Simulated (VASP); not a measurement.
# KI (Fm-3m) in VASP: a series of runs

The runs below take KI through single point, relaxation of cell and atoms, with PBEsol.

All numbers are computed with VASP 6.6.1; they aren't measurements. Logs are shortened: lines on timing, memory, paths and dates and some standing lists are left out, and cuts for length are marked.

**Measured values to compare with.**

From a printed reference work, monograph, for a bulk crystal of KI: band gap 6.32 eV.

How close the calculation comes is told below.

### 1 The cell of the first run

It takes space group Fm-3m (No. 225, cubic). The conventional cell has a = 7.005 Å, b = 7.005 Å, c = 7.005 Å, α = 90.00°, β = 90.00°, γ = 90.00°. Within 4.6 Å of K (site symmetry m-3m) lie 6 I at 3.50 Å. I (site symmetry m-3m) has 6 K at 3.50 Å within 4.6 Å.

### 2 Single point, PBEsol

The input, INCAR:

```
SYSTEM = KI
  PREC = Accurate
  ENCUT = 520
  EDIFF = 1E-6
  ISMEAR = 0
  SIGMA = 0.01
  LREAL = .FALSE.
  LASPH = .TRUE.
  NELM = 60
  ALGO = Normal
  ISIF = 2
  LWAVE = .FALSE.
  LCHARG = .FALSE.
  GGA = PS
  NBANDS = 15
```

The input, KPOINTS:

```
regular mesh
0
G
  6 6 6
  0 0 0
```

The input, POSCAR:

```
KI
1.0
    0.0000000000      3.5024800858      3.5024800858
    3.5024800858      0.0000000000      3.5024800858
    3.5024800858      3.5024800858      0.0000000000
K I
1 1
Direct
    0.0000000000      0.0000000000      0.0000000000
    0.5000000000      0.5000000000      0.5000000000
```

Potentials or basis: VASP PAW PBE potentials, release 64 (K_sv, I).

On the command line:

```console
cat potpaw_PBE.64/K_sv/POTCAR potpaw_PBE.64/I/POTCAR > POTCAR
mpirun -np 1 vasp_std > vasp.out
```

OUTCAR:

```text
SYSTEM = KI
   PREC = Accurate
   ENCUT = 520
   EDIFF = 1E-6
   ISMEAR = 0
   LREAL = .FALSE.
   LASPH = .TRUE.
   NELM = 60
   ISIF = 2
   GGA = PS

 ion  position               nearest neighbor table
   1  0.000  0.000  0.000-   2 3.50   2 3.50   2 3.50   2 3.50   2 3.50   2 3.50
   2  0.500  0.500  0.500-   1 3.50   1 3.50   1 3.50   1 3.50   1 3.50   1 3.50

  LATTYP: Found a face centered cubic cell.
 ALAT       =     7.0049601716

  Lattice vectors:

 A1 = (   0.0000000000,   3.5024800858,   3.5024800858)
 A2 = (   3.5024800858,   0.0000000000,   3.5024800858)
 A3 = (   3.5024800858,   3.5024800858,   0.0000000000)

Analysis of symmetry for initial positions (statically):
=====================================================================
 Subroutine PRICEL returns:
 Original cell was already a primitive cell.

 Routine SETGRP: Setting up the symmetry group for a
 face centered cubic supercell.

 Subroutine GETGRP returns: Found 48 space group operations
 (whereof 48 operations were pure point group operations)
 out of a pool of 48 trial point group operations.

The static configuration has the point symmetry O_h .

Analysis of symmetry for dynamics (positions and initial velocities):
=====================================================================
 Subroutine PRICEL returns:
 Original cell was already a primitive cell.

 Routine SETGRP: Setting up the symmetry group for a
 face centered cubic supercell.

 Subroutine GETGRP returns: Found 48 space group operations
 (whereof 48 operations were pure point group operations)
 out of a pool of 48 trial point group operations.

The dynamic configuration has the point symmetry O_h .

 Subroutine INISYM returns: Found 48 space group operations
 (whereof 48 operations are pure point group operations),
 and found     1 'primitive' translations

----------------------------------------------------------------------------------------

                                     Primitive cell

  volume of cell :      85.9324

  direct lattice vectors                    reciprocal lattice vectors
     0.000000000  3.502480086  3.502480086    -0.142755987  0.142755987  0.142755987
     3.502480086  0.000000000  3.502480086     0.142755987 -0.142755987  0.142755987
     3.502480086  3.502480086  0.000000000     0.142755987  0.142755987 -0.142755987

  length of vectors
     4.953254839  4.953254839  4.953254839     0.247260622  0.247260622  0.247260622

  position of ions in fractional coordinates (direct lattice)
     0.000000000  0.000000000  0.000000000
     0.500000000  0.500000000  0.500000000

  ion indices of the primitive-cell ions
   primitive index   ion index
                 1           1
                 2           2
[... 77 lines left out ...]
   EFERMI =   0.00;   METHOD = LEGACY
   ISMEAR =     0;   SIGMA  =   0.01  broadening in eV -4-tet -1-fermi 0-gaus
   EFERMI_NEDOS =   21; number of points for ismear=-14 and -15
   IALGO  =     38    algorithm
   IMIX   =      4    mixing-type and parameters
     AMIX     =   0.40;   BMIX     =  1.00
     AMIX_MAG =   1.60;   BMIX_MAG =  1.00
  volume/ion in A,a.u.               =      42.97       289.95
  Fermi-wavevector in a.u.,A,eV,Ry     =   0.934822  1.766558 11.890037  0.873893
  Thomas-Fermi vector in A             =   2.061667
   LORBIT       =      0    0 simple, 1 ext, 2 COOP (PROOUT), +10 PAW based schemes
   GGA     = PS    functional components
   LHFCALC =     F    Hartree Fock is set to
   AEXX    =    0.0000 exact exchange contribution
   IVDW    =     0    specifies the selected vdW correction
   LEPSILON=     F    determine dielectric tensor
   LRPA    =     F    only Hartree local field effects (RPA)
 non-spin polarized calculation
 Gauss-broadening in eV      SIGMA  =   0.01
  energy-cutoff  :      520.00
  volume of cell :       85.93
 maximum number of plane-waves:      2332
 NGX is ok and might be reduce to    40
   NGX = 19   NGY = 19   NGZ = 19

 number of electron      15.9999999 magnetization

 Free energy of the ion-electron system (eV)
  ---------------------------------------------------
  ext. energy  EPLUGINS =         0.00000000
  ---------------------------------------------------
  free energy    TOTEN  =        -5.81595165 eV

  energy without entropy =       -5.81595165  energy(sigma->0) =       -5.81595165

 E-fermi :  -0.3138     XC(G=0):  -7.4482

 val. band max:       -0.3738074443   @ k =   0.0000   0.0000   0.0000
 cond. band min:       3.4945779106   @ k =   0.0000   0.0000   0.0000
 fundamental gap:      3.8683853549
 Fermi energy:        -0.3137865639

 k-point     1 :       0.0000    0.0000    0.0000
  band No.  band energies     occupation
      1     -28.6560      2.00000
      2     -12.2122      2.00000
      3     -12.2122      2.00000
      4     -12.2122      2.00000
      5     -10.9514      2.00000
      6      -0.3738      2.00000
      7      -0.3738      2.00000
      8      -0.3738      2.00000
      9       3.4946      0.00000
     10       6.0395      0.00000
     11       6.0395      0.00000
     12       6.0395      0.00000
     13       6.7984      0.00000
     14       6.7984      0.00000
[... 257 lines left out ...]
      2     -12.2673      2.00000
      3     -12.2576      2.00000
      4     -12.2416      2.00000
      5     -10.7386      2.00000
      6      -1.3021      2.00000
      7      -0.9739      2.00000
      8      -0.9569      2.00000
      9       5.1687      0.00000
     10       6.0015      0.00000
     11       6.9731      0.00000
     12       7.9561      0.00000
     13       8.1938      0.00000
     14       9.3243      0.00000
     15       9.7421      0.00000

------------------------ aborting loop because EDIFF is reached ----------------------------------------

  FORCE on cell =-STRESS in cart. coord.  units (eV):
  Direction    XX          YY          ZZ          XY          YZ          ZX
  --------------------------------------------------------------------------------------
  -------------------------------------------------------------------------------------
  Total        0.0280648      0.0280648      0.0280648     -0.0000000      0.0000000      0.0000000
  in kB        0.5232568      0.5232568      0.5232568     -0.0000000      0.0000000      0.0000000
  external PRESSURE =       0.5232568 kB  Pullay stress =       0.0000000 kB

 VOLUME and BASIS-vectors are now :
 -----------------------------------------------------------------------------
  energy-cutoff  :      520.00
  volume of cell :       85.93
      direct lattice vectors                 reciprocal lattice vectors
     0.000000000  3.502480086  3.502480086    -0.142755987  0.142755987  0.142755987
     3.502480086  0.000000000  3.502480086     0.142755987 -0.142755987  0.142755987
     3.502480086  3.502480086  0.000000000     0.142755987  0.142755987 -0.142755987

 POSITION                                       TOTAL-FORCE (eV/Angst)
 -----------------------------------------------------------------------------------
      0.00000      0.00000      0.00000         0.000000      0.000000      0.000000
      3.50248      3.50248      3.50248        -0.000000      0.000000      0.000000
 -----------------------------------------------------------------------------------
    total drift:                                0.000000     -0.000000     -0.000000

  FREE ENERGIE OF THE ION-ELECTRON SYSTEM (eV)
  ---------------------------------------------------
  free  energy   TOTEN  =        -5.8159516550 eV

  energy  without entropy=       -5.8159516550  energy(sigma->0) =       -5.81595165
```

OSZICAR:

```text
N       E                     dE             d eps       ncg     rms          rms(c)
DAV:   1     0.872036137727E+02    0.87204E+02   -0.64844E+03   480   0.904E+02
DAV:   2    -0.532893042413E+00   -0.87737E+02   -0.82556E+02   620   0.212E+02
DAV:   3    -0.563859861776E+01   -0.51057E+01   -0.50868E+01   693   0.452E+01
DAV:   4    -0.589607662311E+01   -0.25748E+00   -0.25742E+00   776   0.853E+00
DAV:   5    -0.589777446209E+01   -0.16978E-02   -0.16977E-02   699   0.740E-01    0.309E+00
DAV:   6    -0.581850603052E+01    0.79268E-01   -0.83225E-02   578   0.195E+00    0.220E+00
DAV:   7    -0.581203979658E+01    0.64662E-02   -0.10092E-01   613   0.176E+00    0.864E-01
DAV:   8    -0.581589168550E+01   -0.38519E-02   -0.13297E-02   536   0.861E-01    0.267E-01
DAV:   9    -0.581569444550E+01    0.19724E-03   -0.47388E-04   662   0.143E-01    0.102E-01
DAV:  10    -0.581594617468E+01   -0.25173E-03   -0.35951E-04   529   0.942E-02    0.707E-02
DAV:  11    -0.581595127079E+01   -0.50961E-05   -0.38998E-05   658   0.366E-02    0.118E-02
DAV:  12    -0.581595165496E+01   -0.38417E-06   -0.26056E-06   620   0.114E-02
   1 F= -.58159517E+01 E0= -.58159517E+01  d E =-.177242E-19
```

stdout:

```text
POSCAR found type information on POSCAR K I
 POSCAR found :  2 types and       2 ions
 scaLAPACK will be used
 -----------------------------------------------------------------------------
|                                                                             |
|                                                                             |
|     You enforced a specific xc type in the INCAR file but a different       |
|     I HOPE YOU KNOW WHAT YOU ARE DOING!                                     |
|                                                                             |
 -----------------------------------------------------------------------------

 LDA part: xc-table for (Slater+PW92), standard interpolation
 POSCAR, INCAR and KPOINTS ok, starting setup
 FFT: planning ... GRIDC
 FFT: planning ... GRID_SOFT
 FFT: planning ... GRID
 WAVECAR not read
 entering main loop
```

Wall time 15 s (1 thread of Oxide Virtual Turin-like, shared host); peak memory 0.2 GiB.

Results:

```
Free energy            : -5.8160 eV
Pressure               : 0.1 GPa
Band gap on the k mesh : 3.87 eV, direct
```

Levels at points of the mesh, in eV from the valence-band top:
```csv
k point,band 4,band 5,band 6,band 7,band 8,band 9,band 10,band 11,band 12,band 13
"(0.00, 0.00, 0.00)",-11.84,-10.58,0.00,0.00,0.00,3.87,6.41,6.41,6.41,7.17
"(0.50, 0.00, 0.00)",-11.84,-10.25,-1.41,-0.37,-0.37,5.41,7.68,8.12,8.12,8.71
"(0.50, 0.50, 0.00)",-11.86,-10.42,-1.06,-0.39,-0.39,4.78,5.73,8.10,8.76,8.78
```

Caveat: the PAW data sets were made with another functional, which shifts forces and pressure a little; spin-orbit coupling is left out, which moves the levels of the heavy elements.

### 3 Single point, PBEsol

The input, INCAR:

```
ALGO = Normal
EDIFF = 1E-7
ENCUT = 520
GGA = PS
ISIF = 2
ISMEAR = 0
LASPH = True
LCHARG = False
LREAL = False
LWAVE = False
NBANDS = 15
NELM = 80
PREC = Accurate
SIGMA = 0.01
```

The input, KPOINTS:

```
k-points
0
Gamma
  6 6 6
```

POSCAR is that of step 2.

Potentials or basis: VASP PAW PBE potentials, release 64 (K_sv, I).

On the command line:

```console
cat potpaw_PBE.64/K_sv/POTCAR potpaw_PBE.64/I/POTCAR > POTCAR
mpirun -np 1 vasp_std > vasp.out
```

It took 18 s on 1 thread of Oxide Virtual Turin-like, shared host; peak memory 0.2 GiB.

The run converged. Its results:

* Free energy: -5.8160 eV
* Pressure: 0.0 GPa
* Band gap on the k mesh: 3.87 eV, direct

Levels at points of the mesh, in eV from the valence-band top:
| k point | band 4 | band 5 | band 6 | band 7 | band 8 | band 9 | band 10 | band 11 | band 12 | band 13 |
| --- | --- | --- | --- | --- | --- | --- | --- | --- | --- | --- |
| (0.00, 0.00, 0.00) | -11.84 | -10.58 | 0.00 | 0.00 | 0.00 | 3.87 | 6.41 | 6.41 | 6.41 | 7.17 |
| (0.50, 0.00, 0.00) | -11.84 | -10.25 | -1.41 | -0.37 | -0.37 | 5.41 | 7.68 | 8.12 | 8.12 | 8.71 |
| (0.50, 0.50, 0.00) | -11.86 | -10.42 | -1.06 | -0.39 | -0.39 | 4.78 | 5.73 | 8.10 | 8.76 | 8.78 |

Caveat: the PAW data sets were made with another functional, which shifts forces and pressure a little; spin-orbit coupling is left out, which moves the levels of the heavy elements.

### 4 Single point, PBEsol

The input, INCAR:

```
ALGO     = Normal         # electronic algorithm
EDIFF    = 1E-6           # SCF threshold, eV
ENCUT    = 520            # plane-wave cutoff, eV
GGA      = PS             # functional
ISIF     = 2              # what is computed and relaxed
ISMEAR   = -1             # smearing method
LASPH    = T              # aspherical terms in the spheres
LCHARG   = T              # write CHGCAR
LELF     = T              # ELF
LREAL    = F              # projectors in reciprocal space
LVHAR    = T            
LWAVE    = F              # write WAVECAR
NBANDS   = 15             # bands
NELM     = 80             # most SCF steps
PREC     = Accurate       # precision mode
SIGMA    = 0.1            # smearing width, eV
```

The input, KPOINTS:

```
k-points
0
Gamma
  8 8 8
```

POSCAR is that of step 3.

On the command line:

```console
cat potpaw_PBE.64/K_sv/POTCAR potpaw_PBE.64/I/POTCAR > POTCAR
mpirun -np 1 vasp_std > vasp.out
```

Run time: 25 s. Hardware: 1 thread of Oxide Virtual Turin-like, shared host; peak memory 0.21 GiB.

Results (log left out):

```yaml
Free_energy: -5.8160 eV
Pressure: 0.1 GPa
Band_gap_on_the_k_mesh: 3.87 eV, direct
```

Levels at points of the mesh, in eV from the valence-band top:
```tsv
k point	band 5	band 6	band 7	band 8	band 9	band 10	band 11	band 12
(0.00, 0.00, 0.00)	-10.58	0.00	0.00	0.00	3.87	6.41	6.41	6.41
(0.50, 0.00, 0.00)	-10.25	-1.41	-0.37	-0.37	5.41	7.68	8.12	8.12
(0.50, 0.50, 0.00)	-10.42	-1.06	-0.39	-0.39	4.78	5.73	8.10	8.76
```

Caveat: the PAW data sets were made with another functional, which shifts forces and pressure a little; spin-orbit coupling is left out, which moves the levels of the heavy elements.

### 5 Relaxation of cell and atoms, PBEsol

This run uses another cell than the first one, of 44.09 Å³/atom, 1.026 times its volume.

The input, INCAR:

```
PREC = Accurate ; ENCUT = 600
EDIFF = 1E-6 ; ISMEAR = -1
SIGMA = 0.1 ; LREAL = False
LASPH = True ; NELM = 100
ALGO = Normal ; ISIF = 3
LWAVE = False ; LCHARG = False
GGA = PS ; IBRION = 2
NSW = 100 ; EDIFFG = -0.002
```

The input, KPOINTS:

```
regular mesh
0
Gamma
  8 8 8
```

The input, POSCAR:

```
KI
1.0
    0.0000000000      3.5327750000      3.5327750000
    3.5327750000      0.0000000000      3.5327750000
    3.5327750000      3.5327750000      0.0000000000
K I
1 1
Direct
    0.0000000000      0.0000000000      0.0000000000
    0.5000000000      0.5000000000      0.5000000000
```

On the command line:

```console
cat potpaw_PBE.64/K_sv/POTCAR potpaw_PBE.64/I/POTCAR > POTCAR
mpirun -np 1 vasp_std > vasp.out
```

It took 4.3 min on 1 thread of Oxide Virtual Turin-like, shared host; peak memory 0.23 GiB.

Results (log left out):

```yaml
Free_energy: -5.8161 eV
Relaxed_volume: 43.16 Å³/atom
Relaxed_cell: a = 4.961 Å, b = 4.961 Å, c = 4.961 Å, α = 60.00°, β = 60.00°, γ = 60.00°
Space_group_after_relaxing_to_0.05_Å: Fm-3m (No. 225)
Energy_gained_by_relaxing: 0.7 meV/atom
Ionic_steps: 22
Pressure_after_relaxing: 0.0 GPa
Band_gap_on_the_k_mesh: 3.86 eV, direct
```

Step by step:
| step | energy change (eV) | largest force (eV/Å) | pressure (GPa) | volume (Å³) |
| --- | --- | --- | --- | --- |
| 1 | 0.0000 | 0.0000 | -0.24 | 88.18 |
| 2 | -0.0010 | 0.0000 | -0.13 | 87.36 |
| 3 | -0.0013 | 0.0000 | -0.07 | 86.85 |
| 4 | -0.0013 | 0.0000 | 0.07 | 85.83 |
| 5 | -0.0015 | 0.0000 | -0.01 | 86.35 |
| 6 | -0.0015 | 0.0000 | 0.01 | 86.28 |
| 7 | -0.0015 | 0.0000 | 0.01 | 86.31 |
| 8 | -0.0015 | 0.0000 | 0.02 | 86.41 |
| 9 | -0.0014 | 0.0000 | -0.04 | 86.62 |
| 10 | -0.0014 | 0.0000 | -0.02 | 86.47 |
| 11 | -0.0015 | 0.0000 | -0.02 | 86.44 |
| 12 | -0.0015 | 0.0000 | -0.02 | 86.42 |
| 13 | -0.0015 | 0.0000 | -0.03 | 86.42 |
| 14 | -0.0015 | 0.0000 | -0.02 | 86.40 |
| 15 | -0.0015 | 0.0000 | -0.02 | 86.37 |
| 16 | -0.0015 | 0.0000 | -0.01 | 86.31 |
| 17 | -0.0014 | 0.0000 | 0.02 | 86.18 |
| 18 | -0.0015 | 0.0000 | 0.03 | 86.26 |
| 19 | -0.0015 | 0.0000 | 0.01 | 86.29 |
| 20 | -0.0015 | 0.0000 | 0.02 | 86.30 |
| 21 | -0.0015 | 0.0000 | 0.02 | 86.30 |
| 22 | -0.0015 | 0.0000 | 0.01 | 86.32 |

Final structure:
```
K I
1.0
     0.00000    3.50779    3.50779
     3.50779    0.00000    3.50779
     3.50779    3.50779    0.00000
K I
1 1
Direct
  0.00000 0.00000 0.00000
  0.50000 0.50000 0.50000
```

Levels at points of the mesh, in eV from the valence-band top:
```csv
k point,band 4,band 5,band 6,band 7,band 8,band 9,band 10,band 11,band 12
"(0.00, 0.00, 0.00)",-11.85,-10.57,0.00,0.00,0.00,3.86,6.42,6.42,6.42
"(0.50, 0.00, 0.00)",-11.85,-10.25,-1.40,-0.36,-0.36,5.40,7.67,8.11,8.11
"(0.50, 0.50, 0.00)",-11.87,-10.42,-1.05,-0.39,-0.39,4.79,5.72,8.09,8.75
```

Caveat: the PAW data sets were made with another functional, which shifts forces and pressure a little; spin-orbit coupling is left out, which moves the levels of the heavy elements.

### 6 Single point, PBEsol, non-collinear spin, zero start, spin-orbit coupling

This run uses another cell than the first one, of 42.32 Å³/atom, 0.985 times its volume.

The input, INCAR:

```
PREC = Accurate ; ENCUT = 520
EDIFF = 1E-6 ; ISMEAR = 0
SIGMA = 0.01 ; LREAL = F
LASPH = T ; NELM = 150
ALGO = Normal ; ISIF = 2
LWAVE = F ; LCHARG = F
MAGMOM = 0 0 0 0 0 0 ; LORBIT = 11
LSORBIT = T ; GGA_COMPAT = F
LORBMOM = T ; GGA = PS
NBANDS = 28
```

The input, KPOINTS:

```
Automatic mesh
0
Gamma
  6 6 6
```

The input, POSCAR:

```
KI
1.0
    0.0000000000      3.4849676854      3.4849676854
    3.4849676854      0.0000000000      3.4849676854
    3.4849676854      3.4849676854      0.0000000000
K I
1 1
Direct
    0.0000000000      0.0000000000      0.0000000000
    0.5000000000      0.5000000000      0.5000000000
```

Potentials or basis: VASP PAW PBE potentials, release 64 (K_sv, I).

On the command line:

```console
cat potpaw_PBE.64/K_sv/POTCAR potpaw_PBE.64/I/POTCAR > POTCAR
mpirun -np 1 vasp_ncl > vasp.out
```

Run time: 2 min. Hardware: 1 thread of Oxide Virtual Turin-like, shared host; peak memory 0.46 GiB.

The run converged. Its results:

```yaml
Free_energy: -5.9421 eV
Pressure: 0.3 GPa
Net_moment: 0.00 μB per cell
Valence_electrons_inside_the_program's_atomic_spheres: K 7.55; I 4.34
```

Moments on the atoms (μB; x, y, z):
```
K   0.00 0.00 0.00
I   0.00 0.00 0.00
```

Caveat: the PAW data sets were made with another functional, which shifts forces and pressure a little.

### 7 The runs side by side

| task | spin | cell | k mesh | cutoff (eV) | smearing | gap on the mesh (eV) | pressure (GPa) |
| --- | --- | --- | --- | --- | --- | --- | --- |
| single point | off | a = 4.953 Å, angles 60.0°, 2 atoms | 6 × 6 × 6 | 520 | gaussian 0.01 eV | 3.87 | 0.0 |
| single point | off | a = 4.953 Å, angles 60.0°, 2 atoms | 8 × 8 × 8 | 520 | fermi-dirac 0.1 eV | 3.87 | 0.1 |
| relaxation of cell and atoms | off | relaxed from a = 4.996 Å, angles 60.0°, 2 atoms | 8 × 8 × 8 | 600 | fermi-dirac 0.1 eV | 3.86 | 0.0 |
| single point | non-collinear, zero start, SOC | a = 4.928 Å, angles 60.0°, 2 atoms | 6 × 6 × 6 | 520 | gaussian 0.01 eV | - | 0.3 |

Alike in all rows: level PBEsol; potentials or basis VASP PAW PBE potentials, release 64 (K_sv, I).

Caveats: the PAW data sets were made with another functional, which shifts forces and pressure a little; spin-orbit coupling is left out, which moves the levels of the heavy elements (some runs).

Total energies depend on the potentials used, so only differences within one code and one set of settings carry meaning.

### 8 Against experiment

Step 2. A measured gap of KI is 6.32 eV (a printed reference work, monograph); the calculated 3.87 eV misses it by -2.45 eV. Spin-orbit coupling on I is left out. The value is that of PBEsol, without temperature or zero-point motion. Semilocal functionals fall short of measured gaps as a rule.

Step 3. Against the measured gap of KI, 6.32 eV (a printed reference work, monograph), the calculated 3.87 eV is off by -2.45 eV. Spin-orbit coupling on I is left out. The value is that of PBEsol, without temperature or zero-point motion. Semilocal functionals fall short of measured gaps as a rule.
